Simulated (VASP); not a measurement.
Write the native input for VASP 6.6.1 that does the following.

```yaml
Task: relaxation of cell and atoms
Functional: PBEsol
Potentials_or_basis: VASP PAW PBE potentials, release 64 (Si)
Cutoff: 600 eV
k_mesh: 10 × 10 × 10
Occupations: gaussian, width 0.03 eV
Spin: no spin polarisation
Further_INCAR_settings: ALGO = Normal; EDIFF = 1e-06; IBRION = 2; EDIFFG = -0.01; NSW = 90; ISIF = 3
```

The structure of Si lies in POSCAR:

```
Si
1.0
    0.0000000000      2.7135600000      2.7135600000
    2.7135600000      0.0000000000      2.7135600000
    2.7135600000      2.7135600000      0.0000000000
Si
2
Direct
    0.7500000000      0.7500000000      0.7500000000
    0.5000000000      0.5000000000      0.5000000000
```

The input as run:

INCAR

```
SYSTEM = Si
ALGO     = Normal         ! electronic algorithm
EDIFF    = 1E-6           ! SCF threshold, eV
EDIFFG   = -0.01          ! ionic threshold
ENCUT    = 600            ! plane-wave cutoff, eV
GGA      = PS             ! functional
IBRION   = 2              ! ionic algorithm
ISIF     = 3              ! what is computed and relaxed
ISMEAR   = 0              ! smearing method
KPAR     = 4            
LASPH    = .True.         ! aspherical terms in the spheres
LCHARG   = .False.        ! write CHGCAR
LREAL    = .False.        ! projectors in reciprocal space
LWAVE    = .False.        ! write WAVECAR
NELM     = 80             ! most SCF steps
NSW      = 90             ! ionic steps
PREC     = Accurate       ! precision mode
SIGMA    = 0.03           ! smearing width, eV
```

KPOINTS

```
k-points
0
Gamma
  10 10 10
  0 0 0
```

Potentials or basis: VASP PAW PBE potentials, release 64 (Si).

Command:

```bash
$ cat potpaw_PBE.64/Si/POTCAR > POTCAR
$ mpirun -np 4 vasp_std > vasp.out
```

Results of the run:

```json
{
  "Relaxed volume": "20.08 Å³/atom",
  "Relaxed cell": "a = 3.844 Å, b = 3.844 Å, c = 3.844 Å, α = 60.00°, β = 60.00°, γ = 60.00°",
  "Space group after relaxing (to 0.05 Å)": "Fd-3m (No. 227)",
  "Energy gained by relaxing": "0.1 meV/atom",
  "Ionic steps": "3",
  "Pressure after relaxing": "0.0 GPa",
  "Band gap on the k mesh": "0.47 eV, indirect (least direct gap 2.52 eV)"
}
```

Caveat: the PAW data sets were made with another functional, which shifts forces and pressure a little.

It took 12 s on 4 MPI ranks on Intel(R) Xeon(R) Platinum 8175M CPU @ 2.50GHz (Skylake/Cascade Lake), on a shared host, peak memory 0.17 GiB a rank.
